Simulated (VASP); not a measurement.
LiBr: work function with PBE

Slab: LiBr, a slab with vacuum.

```xyz
8
Lattice="4.1399 0.0000 0.0000 -2.0699 3.5852 0.0000 0.0000 0.0000 25.8515" Properties=species:S:1:pos:R:3 pbc="T T T"
Li    2.0699    1.1951    7.5000
Li    0.0000    2.3902   10.8466
Li    2.0699    1.1951   14.1933
Li    0.0000    2.3902   17.5399
Br    0.0000    2.3902    8.3115
Br    2.0699    1.1951   11.6582
Br    0.0000    2.3902   15.0048
Br    2.0699    1.1951   18.3515
```

The cell isn't the ideal one: the (0 0 1) slab of LiBr, cut from the database cell, not relaxed.

```
Program                : VASP 6.6.1
Task                   : work function
Functional             : PBE
Potentials or basis    : VASP PAW PBE potentials, release 64 (Li_sv, Br)
Cutoff                 : 520 eV
k mesh                 : 8 × 8 × 1
Occupations            : gaussian, width 0.05 eV
Spin                   : no spin polarisation
Dipole correction      : yes
Further INCAR settings : ALGO = Normal; EDIFF = 1e-06
```

```json
{
 "Largest force": "0.595 eV/Å",
 "Band gap on the k mesh": "none (metal or under the smearing width)",
 "Work function of the upper face": "7.81 eV",
 "Work function of the lower face": "2.12 eV"
}
```

Forces on the atoms (eV/Å):
```
Li   0.000  0.000  0.344
Li   0.000  0.000  0.513
Li   0.000  0.000  0.509
Li   0.000  0.000  0.373
Br   0.000  0.000 -0.595
Br   0.000  0.000 -0.499
Br   0.000  0.000 -0.507
Br   0.000  0.000 -0.138
```

Levels at points of the mesh, in eV from the Fermi level:
| k point | band 16 | band 17 | band 18 | band 19 | band 20 | band 21 | band 22 | band 23 | band 24 | band 25 |
| --- | --- | --- | --- | --- | --- | --- | --- | --- | --- | --- |
| (0.00, 0.00, 0.00) | -1.42 | -1.42 | -0.35 | -0.17 | 0.06 | 0.06 | 1.71 | 2.54 | 3.42 | 4.46 |
| (0.50, 0.00, 0.00) | -2.14 | -1.87 | -1.37 | -0.38 | -0.16 | 1.61 | 2.19 | 3.49 | 3.79 | 4.69 |

Wall time 2.4 min on 1 thread of Intel(R) Xeon(R) 6975P-C (Granite Rapids) (shared host), peak memory 0.45 GiB.
